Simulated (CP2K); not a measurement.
The system is SnSe.

```xyz
8
Lattice="11.4200 0.0000 0.0000 0.0000 4.1900 0.0000 0.0000 0.0000 4.4600" Properties=species:S:1:pos:R:3 pbc="T T T"
Sn   10.0153    3.1425    4.0541
Sn    7.1147    1.0475    1.8241
Sn    4.3053    3.1425    2.6359
Sn    1.4047    1.0475    0.4059
Se    7.3431    3.1425    4.3886
Se    9.7869    1.0475    2.1586
Se    1.6331    3.1425    2.3014
Se    4.0769    1.0475    0.0714
```

Base run:

- Program: CP2K 2026.2
- Functional: LDA
- Potentials or basis: POTENTIAL_UZH Sn GTH-PBE-q4, Se GTH-PBE-q6; DZVP-MOLOPT-PBE-GTH basis
- Density cutoff: 9184 eV
- k mesh: 2 × 5 × 5
- Occupations: fermi-dirac, width 0.05 eV
- Spin: no spin polarisation

Its results: pressure 2.1 GPa; largest force 0.494 eV/Å.

Task: The run is repeated on the same cell with these changes: functional from LDA to BEEF-vdW. What comes out?

Result: Pressure 4.5 GPa; largest force 0.264 eV/Å.

Caveats: the potentials were made for another functional, which shifts forces and pressure; the basis of atomic orbitals isn't converged, which shifts pressures, moduli and gaps.
